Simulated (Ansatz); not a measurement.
Input of an Ansatz 0.2.0 run:

input.yaml

```yaml
crystal:
  lattice:
    - [3.0386068135, -1.75031996, 0.0]
    - [3.0386068135, 1.75031996, 0.0]
    - [-2.1154626375, 0.0, 6.0952248674]
  atoms:
    - { symbol: Pb, position: [0.90850841, 0.90850841, 0.7262922] }
    - { symbol: Pb, position: [0.09149159, 0.09149159, 0.2737078] }
kpoints:
  mp_grid: { grid: [9, 9, 5] }
scf:
  occupations: { method: gaussian, width: 0.05 }
hamiltonian:
  xc: lda
  pseudopotentials: { kind: all_electron, lapw: { basis_error: 0.001 } }
output:
  forces: true
  stress: true
  eigenvalues: true
```

Potentials or basis: all-electron LAPW, scalar-relativistic.

Run with:

```bash
$ ansatz run input.yaml --threads 1 --pin off --max-ram 3072MiB --backend cpu --events-out ev --progress --plain --runs-dir out
```

(1) Predict the pressure.

(2) What does it give for the largest force?

(3) Predict the band gap on the k mesh.

## Answers

(1) -3.2 GPa.

(2) 0.183 eV/Å.

(3) none (metal or under the smearing width).
